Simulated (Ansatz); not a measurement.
## A series in volume scale on AlAs

Results calculated with Ansatz 0.2.0, not measured. Periodic Kohn-Sham DFT of a crystal at fixed atoms, scaled to volume_scale times the given cell; pressure positive in compression, energy less spherical unpolarised free atoms, largest_vzz the field gradient of largest size among the nuclei.

The cell before it is scaled or strained (space group F-43m, No. 216):
```
CELL_PARAMETERS angstrom
0.00000 2.83040 2.83040
2.83040 0.00000 2.83040
2.83040 2.83040 0.00000
ATOMIC_POSITIONS crystal
Al 0.00000 0.00000 0.00000
As 0.75000 0.75000 0.75000
```

Settings of every row: method all-electron LAPW; functional PBEsol; relativity scalar; k mesh 10x10x10; filling fermi-dirac; smearing width 0.05 eV; basis error target 0.5 meV/atom; nucleus gaussian.

Atom start moment: 0 on all atoms.

| row | volume scale | V (Å³/atom) | pressure (GPa) | energy less free atoms (eV/atom) |
| --- | --- | --- | --- | --- |
| 1 | 0.94 | 21.314 | 5.745 | -5.0092 |
| 2 | 0.9405 | 21.326 | 5.694 | -5.0096 |
| 3 | 0.96 | 21.768 | 3.819 | -5.0227 |
| 4 | 0.98 | 22.221 | 2.083 | -5.031 |
| 5 | 0.99 | 22.448 | 1.281 | -5.0334 |
| 6 | 1 | 22.675 | 0.519 | -5.0346 |
| 7 | 1.01 | 22.902 | -0.204 | -5.0349 |
| 8 | 1.02 | 23.128 | -0.89 | -5.0341 |
| 9 | 1.04 | 23.582 | ? | ? |
| 10 | 1.06 | 24.035 | -3.302 | -5.022 |

Question: what pressure and energy less free atoms should row 9 give?

Worked fit of pressure. Take u = (V_r/V)^(2/3) − 1 with V_r = 22.448 Å³ an atom, which is twice the finite (Eulerian) strain; such expansions in the strain, on which the Birch-Murnaghan equation of state is built, carry the rest volume and the bulk modulus. The shown rows have u = 0.03516, 0.03477, 0.02072, 0.0068, 0, -0.00669, -0.01326, -0.0197, -0.04452. Least squares give pressure = 1.2811 + 116.064 × u + 303.84 × u² + 206 × u³ GPa; a parabola predicts inner rows, each left out in turn, worse (root mean square 0.0038 against 0.0017 GPa). The rows lie off it by -0.001, 0.001, 0.001, -0.001, 0.000, 0.001, 0.001, -0.001, 0.000. The pressure vanishes at u = -0.0114, or V = 22.84 Å³ an atom, and there the bulk modulus at fixed shape and fractions is B = −V dP/dV = (2/3)(1 + u) dP/du = 72 GPa. The withheld row has u = -0.03232, so the fit gives 1.2811 + 116.064 × (-0.03232) + 303.84 × (-0.03232)² + 206 × (-0.03232)³ = -2.160 GPa.

The calculation gave -2.16 GPa. The fit meets it to the printed digit.

Worked fit of energy less free atoms. Take u = (V_r/V)^(2/3) − 1 with V_r = 22.448 Å³ an atom, which is twice the finite (Eulerian) strain; such expansions in the strain, on which the Birch-Murnaghan equation of state is built, carry the rest volume and the bulk modulus. The shown rows have u = 0.03516, 0.03477, 0.02072, 0.0068, 0, -0.00669, -0.01326, -0.0197, -0.04452. Least squares give energy less free atoms = −5.03337 + 0.2713 × u + 11.838 × u² eV/atom; a straight line predicts inner rows, each left out in turn, worse (root mean square 0.0074 against 4.1e-05 eV/atom). The rows lie off it by 0.0000, 0.0000, 0.0000, 0.0000, 0.0000, 0.0001, 0.0000, 0.0000, 0.0000. Its lowest point lies at u = -0.0115, or V = 22.84 Å³ an atom, and the curvature there gives the bulk modulus at fixed shape and fractions, B = (4/9)(1 + u)² E″(u)/V = 72.1 GPa. The withheld row has u = -0.03232, so the fit gives −5.03337 + 0.2713 × (-0.03232) + 11.838 × (-0.03232)² = -5.0298 eV/atom.

The calculation gave -5.0297 eV/atom. The fit lies 0.0001 eV/atom (0.39 % of the column's range) below it, one unit of the last digit.
